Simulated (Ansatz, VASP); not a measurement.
One calculation of MgO, two programs

```
Mg O
1.0
     0.00000    2.13515    2.13515
     2.13515    0.00000    2.13515
     2.13515    2.13515    0.00000
Mg O
1 1
Direct
  0.00000 0.00000 0.00000
  0.50000 0.50000 0.50000
```

Alike in both runs: task electric field gradients; functional PBE; k mesh 10 × 10 × 10; occupations fermi-dirac, width 0.01 eV; no spin polarisation.

```csv
,VASP,Ansatz
version,VASP 6.6.1,Ansatz 0.2.0
potentials or method,"VASP PAW PBE potentials, release 64 (Mg, O)","PAW with Ansatz's default frozen-core files, scalar-relativistic"
plane-wave cutoff (eV),520,420
valence electrons in the cell,8,16
```

```tsv
	VASP	Ansatz	Ansatz less VASP
gap on the k mesh at the Fermi level (eV)	4.34	4.35	+0.017
pressure (GPa)	-2.4	-1.7	+0.74
Vzz of the field gradient on the site that differs most (V/Å²)	0.0	0.0	+0.01
```

The two sets of potentials don't hold the same shells in valence.

A hybrid or GW would open this gap; PBE tends to underestimate it.
